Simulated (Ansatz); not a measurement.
## TiO2 (Anatase) in Ansatz: the effect of target pressure

The system is TiO2 (Anatase).

```
CELL_PARAMETERS angstrom
-1.89210 1.89210 4.75730
1.89210 -1.89210 4.75730
1.89210 1.89210 -4.75730
ATOMIC_POSITIONS crystal
Ti 0.75000 0.25000 0.50000
Ti 0.00000 0.00000 0.00000
O 0.79190 0.79190 0.00000
O 0.54190 0.04190 0.50000
O 0.95810 0.45810 0.50000
O 0.20810 0.20810 0.00000
```

Alike in all runs:

| Item | Value |
| --- | --- |
| Program | Ansatz 0.2.0 |
| Task | relaxation of cell and atoms |
| Functional | PBE |
| Potentials or basis | Ansatz PAW |
| Cutoff | 420 eV (not typed: the program's choice for these potentials) |
| k mesh | 10 × 10 × 10 |
| Occupations | fermi-dirac, width 0.05 eV |
| Spin | no spin polarisation |

Each run relaxes the cell or the atoms first.

Question: One run gave: relaxed volume 10.05 Å³/atom; gap on the mesh 1.83 eV. Which target pressure did it use?
A. 30 GPa
B. 2 GPa
C. 5 GPa
D. 0 GPa
E. 20 GPa

Answer: A.

| target pressure | relaxed volume (Å³/atom) | gap on the mesh (eV) |
| --- | --- | --- |
| 0 GPa | 11.66 | 2.13 |
| 2 GPa | 11.53 | 2.13 |
| 5 GPa | 11.34 | 2.12 |
| 10 GPa | 11.05 | 2.08 |
| 20 GPa | 10.52 | 1.96 |
| 30 GPa | 10.05 | 1.83 |

Caveats: the plane-wave basis is chosen anew once the cell has moved, so the energies of steps on either side of that aren't comparable.

A k mesh can miss the band edges.
